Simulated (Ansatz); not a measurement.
Crystal: TiSe.

```
Se Ti
1.0
     3.55900    0.00000    0.00000
    -1.77950    3.08218    0.00000
     0.00000    0.00000    6.22000
Se Ti
2 2
Direct
  0.66667 0.33333 0.75000
  0.33333 0.66667 0.25000
  0.00000 0.00000 0.50000
  0.00000 0.00000 0.00000
```

```yaml
Program: Ansatz 0.2.0
Task: relaxation of cell and atoms
Functional: PBE
Potentials_or_basis: Ansatz PAW
Cutoff: "420 eV (not typed: the program's choice for these potentials)"
k_mesh: 9 × 9 × 5
Occupations: fermi-dirac, width 0.05 eV
Spin: no spin polarisation
```

At the start: volume 17.06 Å³/atom.

Problem. How do energy, volume and symmetry change on relaxing?

Solution. It ends after 8 steps and the volume is 17.25 Å³/atom (+1.1 %); space group P6_3/mmc (No. 194, to 0.05 Å).

The path:
```
step  energy change (eV)  largest force (eV/Å)  volume (Å³)
   1              0.0000                0.0000        68.23
   2             -0.1634                0.0000        70.28
   3             -0.2400                0.0000        69.12
   4             -0.2402                0.0000        69.03
   5             -0.2403                0.0000        68.99
   6             -0.2415                0.0000        68.99
   7             -0.2415                0.0000        69.01
   8             -0.2415                0.0000        69.01
```

Final structure:
```cif
data_structure
_symmetry_space_group_name_H-M 'P 1'
_symmetry_Int_Tables_number 1
_cell_length_a 3.4197
_cell_length_b 3.4197
_cell_length_c 6.8143
_cell_angle_alpha 90.000
_cell_angle_beta 90.000
_cell_angle_gamma 120.000
_cell_volume 69.01
loop_
_atom_site_label
_atom_site_type_symbol
_atom_site_fract_x
_atom_site_fract_y
_atom_site_fract_z
_atom_site_occupancy
Se1 Se 0.66667 0.33333 0.75000 1
Se2 Se 0.33333 0.66667 0.25000 1
Ti1 Ti 0.00000 0.00000 0.50000 1
Ti2 Ti 0.00000 0.00000 0.00000 1
```

Caveat: the plane-wave basis is chosen anew once the cell has moved, so the energies of steps on either side of that aren't comparable.
